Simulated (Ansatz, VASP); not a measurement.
**Cross-check of GaSb between VASP and Ansatz**

Wanted: the spread between two codes on one cell, functional and k mesh. The structure shown is the end of the Ansatz relaxation below.

Method: plane waves, with VASP 6.6.1 beside it; single point at PBEsol, in Ansatz 0.2.0.

## Step 1: Set-up

The structure is tetragonal, space group I-4m2 (No. 119). Conventional cell: a = 4.380 Å, b = 4.380 Å, c = 5.867 Å, α = 90.00°, β = 90.00°, γ = 90.00°. Ga has 4 Sb at 2.64 Å nearest. Nearest to Sb lie 4 Ga at 2.64 Å. Farther neighbours are not listed.

Structure file:

```cif
data_structure
_symmetry_space_group_name_H-M 'I-4m2'
_symmetry_Int_Tables_number 119
_cell_length_a 4.3798
_cell_length_b 4.3798
_cell_length_c 5.8671
_cell_angle_alpha 90.000
_cell_angle_beta 90.000
_cell_angle_gamma 90.000
_cell_volume 112.55
loop_
_atom_site_label
_atom_site_type_symbol
_atom_site_symmetry_multiplicity
_atom_site_Wyckoff_symbol
_atom_site_fract_x
_atom_site_fract_y
_atom_site_fract_z
_atom_site_occupancy
Ga1 Ga 2 a 0.00000 0.00000 0.00000 1
Sb1 Sb 2 d 0.50000 0.00000 0.25000 1
```

## Step 2: Ansatz: relaxation, PBEsol

Ansatz runs on its PAW soft_1 files.

This run makes the geometry at which the two programs are then compared.

Contents of input.yaml:

```yaml
crystal:
  lattice:
    - [0.0, 3.0861597888, 2.9335375928]
    - [3.0861597888, 0.0, 2.9335375928]
    - [3.0861597888, 3.0861597888, 0.0]
  atoms:
    - { symbol: Ga, position: [0.0, 0.0, 0.0] }
    - { symbol: Sb, position: [0.75, 0.75, 0.75] }
  conventional_axes: [[-1, 1, 1], [1, -1, 1], [1, 1, -1]]
kpoints:
  mp_grid: { grid: [12, 12, 12] }
hamiltonian:
  xc: pbesol
  pseudopotentials: { kind: paw, azcp: { folder: soft_1 }, xc_functional: pbe }
scf:
  occupations: { method: methfessel_paxton, width: 0.2 }
output:
  forces: true
  stress: true
  eigenvalues: true
relax:
  adjacent_minimum: "off"
  f_tol: 0.001
  max_steps: 60
  cell: { stress_tol: 0.01, fix: [c, angles] }
```

On the command line:

```console
$ ansatz run input.yaml --threads 4 --pin off --max-ram 10240MiB --backend cpu --events-out ev --progress --plain --runs-dir out
```

Numbers of over 12 decimals in the logs are rounded to 6 here.

What it wrote:

```text
Engine: ansatz 0.2.0, aarch64-unknown-linux-gnu
Pseudopotentials: kind: paw
Pseudopotential: Ga, paw, valence charge 13, recommended cutoff 420 eV (normal), soft_1/Ga.paw.azcp
Pseudopotential: Sb, paw, valence charge 15, recommended cutoff 420 eV (normal), soft_1/Sb.paw.azcp
Functional definition: PBEsol
  exchange = pbesol_x
  correlation = pbesol_c
Crystal: 2 atoms, lattice volume = 55.880 Å³
Basis set: ecut = 420 eV, 1081 PW (Γ), exchange–correlation on 60×60×60 points (8 copies of the dense FFT grid, shifted against one another)
Bands: 18, of which v1, the nominal top of the filled ones, is band 14 counted from 1 (13 counted from 0)
Symmetry: 8 space group operations
Space group: I-4m2 (ITA 119), of the structure as read, at distance tolerance 3.8e-5 Å
k-points: 163 of 1728 (time reversal used)
Non-local potential: Ga, projectors of the file, l = 0: 2, l = 1: 2, l = 2: 3, l = 3: 1
Non-local potential: Sb, projectors of the file, l = 0: 2, l = 1: 2, l = 2: 2, l = 3: 1
PAW form: soft (Blöchl's): semilocal exchange-correlation on the pseudo side does not see the compensation charge
PAW frozen core: Ga, regenerated for the run's functional, and the local potential with it (the file was generated under x = pbe(κ = 0.804, μ = 0.219515), c = pbe(β = 0.066725))
PAW frozen core: Sb, regenerated for the run's functional, and the local potential with it (the file was generated under x = pbe(κ = 0.804, μ = 0.219515), c = pbe(β = 0.066725))
PAW one-centre angular grid: Ga, 590 points (default); XC on 64 Gauss nodes
PAW one-centre angular grid: Sb, 590 points (default); XC on 64 Gauss nodes
Initial density: superposition of atomic densities (chi_scale 0.1, normalization cell, long waves kept (reshape's long-wave potential 0.00 eV rms))
Initial wavefunctions: pseudopotential atomic-orbital guess
Functional: x = pbesol(κ = 0.804, μ = 0.123457), c = pbesol(β = 0.046)
SCF iter   1: F=—  HF=-10151.684768 eV  |F-HF|=—  |Δ(HF+E_count)|=         —  Δρ=3.22e-2  dr2=4.15e-1  ethr=3.10e-3  ⟨swp⟩=5.7  Hψ=15131  notcnv=0
preconditioner: auto → none  [insulator: Δε(μ)=0.129 eV  Ē_g=14.811 eV  σ=0.200 eV  W_gap=0.52  n_scr=14 (ndim 8)  ℏωp=21.1 eV  f_vac=0.005  D(μ)=0.02/eV (n_scr^D=0)  ε∞_Penn≈3.0]
SCF iter   2: F=—  HF=-10151.607431 eV  |F-HF|=—  |Δ(HF+E_count)|=   7.73e-2  S|Δr|=    0.00e0  Δρ=1.47e-2  dr2=7.00e-2  ethr=1.48e-3  ⟨swp⟩=2.0  Hψ=4878  notcnv=0
SCF iter   3: F=—  HF=-10151.605672 eV  |F-HF|=—  |Δ(HF+E_count)|=   1.76e-3  S|Δr|=    0.00e0  Δρ=4.89e-3  dr2=1.25e-2  ethr=2.50e-4  ⟨swp⟩=2.0  Hψ=4649  notcnv=0
SCF iter   4: F=—  HF=-10151.600130 eV  |F-HF|=—  |Δ(HF+E_count)|=   5.54e-3  S|Δr|=    0.00e0  Δρ=8.47e-4  dr2=2.22e-4  ethr=4.45e-5  ⟨swp⟩=2.0  Hψ=4402  notcnv=0
SCF iter   5: F=—  HF=-10151.600086 eV  |F-HF|=—  |Δ(HF+E_count)|=   4.38e-5  S|Δr|=    0.00e0  Δρ=3.64e-4  dr2=2.55e-5  ethr=7.92e-7  ⟨swp⟩=2.0  Hψ=4405  notcnv=0
SCF iter   6: F=—  HF=-10151.600092 eV  |F-HF|=—  |Δ(HF+E_count)|=   5.24e-6  S|Δr|=    0.00e0  Δρ=3.45e-5  dr2=5.52e-7  ethr=9.12e-8  ⟨swp⟩=2.0  Hψ=5087  notcnv=0
SCF iter   7: F=-10151.600091 eV  HF=-10151.600091 eV  |F-HF|=1.92e-8  |Δ(HF+E_count)|=   2.75e-7  S|Δr|=    0.00e0  Δρ=6.80e-6  dr2=2.25e-8  ethr=3.57e-10  ⟨swp⟩=7.0  Hψ=15613  notcnv=0
SCF 1 converged in 7 iterations: F = -10151.600091 eV  dr2 = 2.25e-8
  greatest PAW one-centre occupation: 0.996 electrons in one spin orbital (limit 2), on the Sb atom at site 1 (counted from 0), in its partial waves of l = 2
relax step   1: F+E_penalty+E_count = -10151.60009147 eV  Δ(F+E_penalty+E_count) = +0.000e0 eV  max|allowed force component| = 4.640e-17 eV/Å  Δτ_max = 0.0000 Å  P = +1.108 GPa  Ω = 55.880 Å³  fix = [c, alpha, beta, gamma]  reactions: c +2.459 GPa  (7 SCF iters, dr2 threshold 1.00e-7 eV, accepted)
[...]
relax step   2: F+E_penalty+E_count = -10151.60054257 eV  Δ(F+E_penalty+E_count) = -4.511e-4 eV  max|allowed force component| = 3.339e-17 eV/Å  Δτ_max = 0.0000 Å  P = +0.643 GPa  Ω = 56.347 Å³  energy of the carried Pulay correction = -5.790e-5 eV  fix = [c, alpha, beta, gamma]  reactions: c +2.089 GPa  (5 SCF iters, dr2 threshold 2.00e-7 eV, accepted)
[...]
relax step   3: F+E_penalty+E_count = -10151.60056981 eV  Δ(F+E_penalty+E_count) = -2.724e-5 eV  max|allowed force component| = 3.600e-17 eV/Å  Δτ_max = 0.0000 Å  P = +0.715 GPa  Ω = 56.274 Å³  energy of the carried Pulay correction = -4.889e-5 eV  fix = [c, alpha, beta, gamma]  reactions: c +2.146 GPa  (4 SCF iters, dr2 threshold 1.58e-8 eV, accepted)
[...]
relax step   4: F+E_penalty+E_count = -10151.60061752 eV  Δ(F+E_penalty+E_count) = -4.771e-5 eV  max|allowed force component| = 3.513e-17 eV/Å  Δτ_max = 0.0000 Å  P = +0.715 GPa  Ω = 56.274 Å³  fix = [c, alpha, beta, gamma]  reactions: c +2.146 GPa  stress off target by 1.00e-3 GPa on what of the cell is left free  SCF on the basis re-selected at this cell (its energy is not comparable with the rows above)  (9 SCF iters)
basis re-selected at this cell: Δ(F+E_penalty+E_count) = -4.771e-5 eV, ΔP = -0.000 GPa vs the last step (what re-selecting the basis moved, of the pressure what is left beyond the Pulay correction that the steps carried, after the strain that the cell walked since its last selection, with what the two solves' SCF thresholds leave and, on support functions, any second-order correction that the steps lacked; it is no m [...]
SCF converged after 9 iterations
Stability not checked: this state was not tested for a lower state beside it, because cold or Methfessel-Paxton smearing, or corrected tetrahedra, fill the levels in a way that the test cannot read (fill_not_monotonic; see scf.lower_state_search)
Free energy (F): -10151.600618 eV
Harris-Foulkes:  -10151.600618 eV  (|F-HF|=1.82e-12)
Internal energy: -10151.601124 eV  (E = F + TS)
E sigma→0 (E₀):  -10151.600744 eV
Entropy (-TS):   0.000506 eV (0.253 meV/atom)
Fermi energy:    8.040359 eV
Step filling:    the computed levels leave a gap of 0.1094 eV = 0.5 smearing widths at the electron count; against every level under it full and every level over it empty, smearing changes F+E_penalty+E_count by +0.179 meV and its σ→0 estimate by +0.052 meV
--- Per-component energies (eV) ---
  E_band       = -256.017352
  E_kinetic    = 276.113289
  E_local      = -3356.388136  (includes V_loc(G=0)·N_el)
  E_nonlocal   = 299.810133
  E_hartree    = 1718.450756
  E_xc         = -160.544636
  E_vxc        = -146.295296  (∫ρ·V_xc dr)
  E_paw        = -6420.879986  (= ΣΔE_a)
  E_vpaw       = -766.158775  (= ΣTr[D̂ρ^β])
  E_aug_tail   = -0.000071  (compensation charges beyond the density's cutoff)
  E_ewald      = -2509.357307
  E_core_change = 1.194834  (= ΣΔE_core)
  E_smearing   = 0.000506  (= −TS)
  E_closure    = -0.000000  (closes the sum)
  Σ components = -10151.600618   (vs F -10151.600618, Δ=0.00e0)
--- Forces (eV/Å), atoms counted from 1 ---
  atom   1  Ga    -0.00000000    -0.00000000    -0.00000000
  atom   2  Sb     0.00000000    -0.00000000    -0.00000000
  max |Σ_I F_I| component: 6.85e-17 eV/Å
--- Stress (GPa, compression-positive) ---
       -0.001002       0.000000      -0.000000
        0.000000      -0.001002      -0.000000
        0.000000      -0.000000       2.145784
  P = ⅓ Tr σ = 0.7146 GPa (7.146 kbar)
--- Band table (eV; the first three rows and the last of 163) ---
  k-point 0: bands = [... 10 lower, -3.7148, 7.8038, 7.8038, 7.9886, 8.0980, 10.5827, 10.7383, 10.7383]
  k-point 1: bands = [... 10 lower, -3.6416, 6.5912, 7.6679, 7.8856, 8.8379, 10.7309, 10.9068, 11.0160]
  k-point 2: bands = [... 10 lower, -3.4261, 5.1753, 7.3600, 7.6214, 8.9202, 11.1608, 11.2562, 11.9091]
  k-point 162: bands = [... 10 lower, -1.0687, 1.1914, 5.0532, 5.0532, 8.4682, 8.8288, 16.7335, 16.7335]
--- Relaxed structure (3 steps of the walk, 3 accepted, 1 SCFs on fresh bases) ---
  F+E_penalty+E_count = -10151.60061752 eV   max|allowed force component| = 3.513e-17 eV/Å   (the final SCF, on the basis selected at the relaxed cell)
  cell:  # Å, volume = 56.2739 Å³
    - [0, 3.097011, 2.9335375928]
    - [3.097011, 0, 2.9335375928]
    - [3.097011, 3.097011, 0]
  atoms:
    - { symbol: Ga, position: [0, 0, 0] }
    - { symbol: Sb, position: [0.75, 0.75, 0.75] }
```

The column dr2 measures how far the density is from self-consistency, as an energy; F and HF (Harris–Foulkes) agree once it is small.

## Step 3: VASP: single point, PBEsol, pair 1

The same cell, functional, mesh and smearing now go to VASP, with its own data sets.

Lines of VASP's logs that name or quote its potential files are left out, and so is its time.

Contents of INCAR:

```
SYSTEM = GaSb
PREC = Accurate
ENCUT = 500
EDIFF = 1E-06
NELM = 120
ISMEAR = 1
SIGMA = 0.2
LREAL = .FALSE.
ALGO = Normal
GGA = PS
NBANDS = 15
LORBIT = 11
LWAVE = .FALSE.
LCHARG = .FALSE.
ISIF = 2
LASPH = .TRUE.
GGA_COMPAT = .FALSE.
EFERMI = MIDGAP
KPAR = 2
```

Contents of POSCAR:

```
GaSb
1.0
    0.0000000000      3.0970112671      2.9335375928
    3.0970112671      0.0000000000      2.9335375928
    3.0970112671      3.0970112671      0.0000000000
Ga Sb
1 1
Direct
    0.0000000000      0.0000000000      0.0000000000
    0.7500000000      0.7500000000      0.7500000000
```

Contents of KPOINTS:

```
Automatic mesh
0
Gamma
12 12 12
0 0 0
```

The projector-augmented-wave data sets are Ga_d and Sb (PBE family, release 64).

On the command line:

```console
$ mpirun -np 2 vasp_std
```

What it wrote:

```text
[banner, memory and clock lines left out]
running    2 mpi-ranks, on    1 nodes
 distrk:  each k-point on    1 cores,    2 groups
 distr:  one band on    1 cores,    1 groups

 POSCAR found type information on POSCAR GaSb
 POSCAR found :  2 types and       2 ions
|                                                                             |
|               ----> ADVICE to this user running VASP <----                  |
|                                                                             |
|     You enforced a specific xc type in the INCAR file but a different       |
|     [... a line on the potential file left out ...]
|     I HOPE YOU KNOW WHAT YOU ARE DOING!                                     |
|                                                                             |

 LDA part: xc-table for (Slater+PW92), standard interpolation
 POSCAR, INCAR and KPOINTS ok, starting setup
 FFT: planning ... GRIDC
 FFT: planning ... GRID_SOFT
 FFT: planning ... GRID
 WAVECAR not read
 entering main loop
       N       E                     dE             d eps       ncg     rms          rms(c)
DAV:   1     0.807436173105E+02    0.80744E+02   -0.85475E+03  4914   0.145E+03
DAV:   2    -0.207601238707E+01   -0.82820E+02   -0.79915E+02  5590   0.303E+02
DAV:   3    -0.813261614619E+01   -0.60566E+01   -0.60313E+01  5933   0.673E+01
DAV:   4    -0.823906562538E+01   -0.10645E+00   -0.10643E+00  5976   0.101E+01
DAV:   5    -0.824168582663E+01   -0.26202E-02   -0.26202E-02  6292   0.139E+00    0.319E+00
DAV:   6    -0.816512768620E+01    0.76558E-01   -0.88645E-02  6470   0.531E+00    0.187E+00
DAV:   7    -0.813810601041E+01    0.27022E-01   -0.46459E-02  6143   0.203E+00    0.367E-01
DAV:   8    -0.813813352256E+01   -0.27512E-04   -0.49884E-03  6423   0.895E-01    0.105E-01
DAV:   9    -0.813840247647E+01   -0.26895E-03   -0.45154E-04  5583   0.175E-01    0.386E-02
DAV:  10    -0.813839498724E+01    0.74892E-05   -0.19913E-05  6470   0.400E-02    0.108E-02
DAV:  11    -0.813840417605E+01   -0.91888E-05   -0.12024E-05  5611   0.250E-02    0.457E-03
DAV:  12    -0.813840425419E+01   -0.78135E-07   -0.40690E-07  5042   0.660E-03
   1 F= -.81384043E+01 E0= -.81385743E+01  d E =0.510269E-03
```

OUTCAR, selected parts (step 3):

```text
ion  position               nearest neighbor table
   1  0.000  0.000  0.000-   2 2.64   2 2.64   2 2.64   2 2.64
   2  0.750  0.750  0.750-   1 2.64   1 2.64   1 2.64   1 2.64

  LATTYP: Found a body centered tetragonal cell.
 ALAT       =     4.3798353368
 C/A-ratio  =     1.3395652426

 Subroutine GETGRP returns: Found  8 space group operations
 (whereof  8 operations were pure point group operations)

The static configuration has the point symmetry D_2d.

 Found    163 irreducible k-points:

   k-points           NKPTS =    163   k-points in BZ     NKDIM =    163   number of bands    NBANDS=     15

   dimension x,y,z NGX =    32 NGY =   32 NGZ =   32
   dimension x,y,z NGXF=    64 NGYF=   64 NGZF=   64

   ENCUT  =  500.0 eV  36.75 Ry    6.06 a.u.   7.78  7.78  7.99*2*pi/ulx,y,z

   NELECT =      18.0000    total number of electrons

 k-points in reciprocal lattice and weights: Automatic mesh
   0.00000000  0.00000000  0.00000000       0.001
   0.08333333  0.00000000  0.00000000       0.005
   0.16666667  0.00000000  0.00000000       0.005
   0.25000000  0.00000000  0.00000000       0.005
   0.33333333  0.00000000  0.00000000       0.005
   0.41666667  0.00000000  0.00000000       0.005
   0.50000000  0.00000000  0.00000000       0.002
   0.08333333  0.08333333  0.00000000       0.001
   0.16666667  0.08333333  0.00000000       0.005
[...]
-0.33333333  0.16666667  0.50000000       0.002
  -0.25000000  0.25000000  0.50000000       0.001

 average (electrostatic) potential at core
       1 -65.4003       2 -87.3315

 E-fermi :   5.0464

 k-point     1 :       0.0000    0.0000    0.0000
  band No.  band energies     occupation
    ...
      6      -6.7123      2.00000
      7       4.8071      2.07066
      8       4.8071      2.07066
      9       5.0005      1.37703
     10       5.1017      0.55154
     11       7.5729     -0.00000
     12       7.7290     -0.00000
     13       7.7290     -0.00000
     14      10.5593      0.00000
     15      13.0929      0.00000

 k-point     2 :       0.0833    0.0000    0.0000
  band No.  band energies     occupation
    ...
      5     -10.0688      2.00000
      6      -6.6390      2.00000
      7       3.5955      2.00000
      8       4.6703      2.02307
      9       4.8885      1.97468
     10       5.8445     -0.00000
     11       7.7223     -0.00000
     12       7.8977     -0.00000
     13       8.0084     -0.00000
     14      10.9890      0.00000
    ...

 k-point     3 :       0.1667    0.0000    0.0000
  band No.  band energies     occupation
    ...
      5     -10.0688      2.00000
      6      -6.4233      2.00000
      7       2.1758      2.00000
      8       4.3610      2.00001
      9       4.6228      2.01073
     10       5.9223     -0.00000
     11       8.1522     -0.00000
     12       8.2469     -0.00000
     13       8.9058     -0.00000
     14      11.8080      0.00000
    ...

  Total        0.0288432      0.0288432      0.7824451      0.0000000      0.0000000      0.0000000
  in kB        0.8211971      0.8211971     22.2770273      0.0000000      0.0000000      0.0000000
  external PRESSURE =       7.9731405 kB  Pullay stress =       0.0000000 kB

  energy-cutoff  :      500.00
  volume of cell :       56.27
      direct lattice vectors                 reciprocal lattice vectors
     0.000000000  3.097011267  2.933537593    -0.161445974  0.161445974  0.170442677
     3.097011267  0.000000000  2.933537593     0.161445974 -0.161445974  0.170442677
     3.097011267  3.097011267  0.000000000     0.161445974  0.161445974 -0.170442677

 POSITION                                       TOTAL-FORCE (eV/Angst)
 -----------------------------------------------------------------------------------
      0.00000      0.00000      0.00000         0.000000      0.000000     -0.000000
      4.64552      4.64552      4.40031        -0.000000      0.000000      0.000000
 -----------------------------------------------------------------------------------
    total drift:                               -0.000001     -0.000001      0.000000

  FREE ENERGIE OF THE ION-ELECTRON SYSTEM (eV)
  ---------------------------------------------------
  free  energy   TOTEN  =        -8.1384042542 eV

  energy  without entropy=       -8.1389145234  energy(sigma->0) =       -8.13857434

 total charge
# of ion       s       p       d       tot
------------------------------------------
    1        0.910   0.778   9.964  11.653
    2        1.131   1.344   0.029   2.503
--------------------------------------------------
tot          2.041   2.123   9.993  14.157

[... 3 further parts left out ...]
```

The gap is under twice the smearing width, so the edge states are partly filled and the run can't tell a small gap from a semimetal. Methfessel-Paxton smearing is not meant for a cell with a gap.

## Step 4: Comparison

Known differences besides the potentials themselves: the data sets hold 28 valence electrons in Ansatz (on its PAW soft_1 files) and 18 in VASP; the cutoff is 420 eV in Ansatz and 500 eV in VASP; Ansatz makes its cores anew for this functional, VASP keeps those of its PBE data sets; Ansatz's pressure holds a Pulay correction, VASP's none. Total energies have different zeros and are not compared.

Compared:

```csv
quantity,Ansatz,VASP,difference
pressure (GPa),0.71,0.80,-0.08
```

## Step 5: Ansatz: relaxation, PBEsol

This run makes the geometry at which the two programs are then compared. The cell compared in this pair holds 56.86 Å³, against 56.27 Å³ for the pair before.

The structure compared here is the end of the Ansatz relaxation.

input.yaml, as its differences from that of step 2:

```diff
@@ -2,5 +2,5 @@
   lattice:
-    - [0.0, 3.0861597888, 2.9335375928]
-    - [3.0861597888, 0.0, 2.9335375928]
-    - [3.0861597888, 3.0861597888, 0.0]
+    - [0.0, 3.0557683259, 3.0252106427]
+    - [3.0557683259, 0.0, 3.0252106427]
+    - [3.0557683259, 3.0557683259, 0.0]
   atoms:
```

On the command line:

```console
$ ansatz run input.yaml --threads 4 --pin off --max-ram 10240MiB --backend cpu --events-out ev --progress --plain --runs-dir out
```

What it wrote:

```text
[...]
Crystal: 2 atoms, lattice volume = 56.497 Å³
Basis set: ecut = 420 eV, 1099 PW (Γ), exchange–correlation on 60×60×60 points (8 copies of the dense FFT grid, shifted against one another)
Bands: 18, of which v1, the nominal top of the filled ones, is band 14 counted from 1 (13 counted from 0)
Symmetry: 8 space group operations
[...]
k-points: 163 of 1728 (time reversal used)
[...]
k-point 162: bands = [... 10 lower, -1.2780, 0.9668, 5.1103, 5.1103, 8.5448, 8.8691, 16.5142, 16.5142]
--- Relaxed structure (3 steps of the walk, 3 accepted, 1 SCFs on fresh bases) ---
[...]
cell:  # Å, volume = 56.8597 Å³
    - [0, 3.065558, 3.0252106427]
    - [3.065558, 0, 3.0252106427]
    - [3.065558, 3.065558, 0]
  atoms:
    - { symbol: Ga, position: [0, 0, 0] }
    - { symbol: Sb, position: [0.75, 0.75, 0.75] }
[key lines of the parts left out:]
SCF converged after 7 iterations
Free energy (F): -10151.615541 eV
Fermi energy:    7.821191 eV
P = ⅓ Tr σ = 0.1873 GPa (1.873 kbar)
```

[end of part 1 of 2]

[Lines on the potential files, build, host, timing and source positions are cut from VASP's logs without a mark.]

[Logs are printed without paths, hosts, clocks, repeated set-up lines and the standing remarks that a program may print on its own settings, such as how far it seeks lower states.]

[Hosts, paths, dates, database ids (printed as entryN), source tags and the programs' standing remarks are cut or masked in the printed files.]
